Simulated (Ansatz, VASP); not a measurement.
Sn: VASP beside Ansatz

```
CELL_PARAMETERS angstrom
0.00000 3.23334 3.23334
3.23334 0.00000 3.23334
3.23334 3.23334 0.00000
ATOMIC_POSITIONS crystal
Sn 0.75000 0.75000 0.75000
Sn 0.50000 0.50000 0.50000
```

This isn't the form of Sn at room conditions, which is tetragonal (white tin).

Alike in both runs: task single point; functional PBE; k mesh 7 × 7 × 7; occupations gaussian, width 0.018 eV; no spin polarisation.

```csv
,VASP,Ansatz
version,VASP 6.6.1,Ansatz 0.2.0
potentials or method,"VASP PAW PBE potentials, release 64 (Sn_d), cutoff 520 eV","all-electron LAPW, scalar-relativistic"
```

```csv
,VASP,Ansatz,Ansatz less VASP
gap on the k mesh at the Fermi level (eV),none,none,-
pressure (GPa),3.8,3.8,+0.06
```

A gap of «none» marks a metal or a gap that the smearing closes. Ansatz ran all-electron here, so the differences hold the error of VASP's frozen core and of both bases.
